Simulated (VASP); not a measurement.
Here is a VASP 6.6.1 calculation.

The input INCAR:

```
SYSTEM = Pb
PREC = Accurate
ENCUT = 600
EDIFF = 1E-6
ISMEAR = 1
SIGMA = 0.1
LREAL = .FALSE.
LASPH = .TRUE.
NELM = 80
ALGO = Normal
ISIF = 3
LWAVE = .FALSE.
LCHARG = .FALSE.
GGA = PE
IVDW = 12
IBRION = 2
NSW = 90
EDIFFG = -0.01
```

Contents of KPOINTS:

```
regular mesh
0
G
  16 16 16
  0 0 0
```

Contents of POSCAR:

```
Pb
1.0
    0.0000000000      2.4750200000      2.4750200000
    2.4750200000      0.0000000000      2.4750200000
    2.4750200000      2.4750200000      0.0000000000
Pb
1
Direct
    0.0000000000      0.0000000000      0.0000000000
```

Potentials or basis: VASP PAW PBE potentials, release 64 (Pb_d).

The run is started by

```bash
$ cat potpaw_PBE.64/Pb_d/POTCAR > POTCAR
$ mpirun -np 1 vasp_std > vasp.out
```

**Question.** Predict the band gap on the k mesh.

**Answer.** None (metal or under the smearing width).

**Question.** What does it give for the relaxed cell?

**Answer.** a = 3.503 Å, b = 3.503 Å, c = 3.503 Å, α = 60.00°, β = 60.00°, γ = 60.00°.

Final structure:
```yaml
crystal:
  lattice:
    - [0.00000, 2.47673, 2.47673]
    - [2.47673, 0.00000, 2.47673]
    - [2.47673, 2.47673, 0.00000]
  atoms:
    - { symbol: Pb, position: [0.00000, 0.00000, 0.00000] }
```

 The run has no spin-orbit coupling, so splittings on Pb are missing.
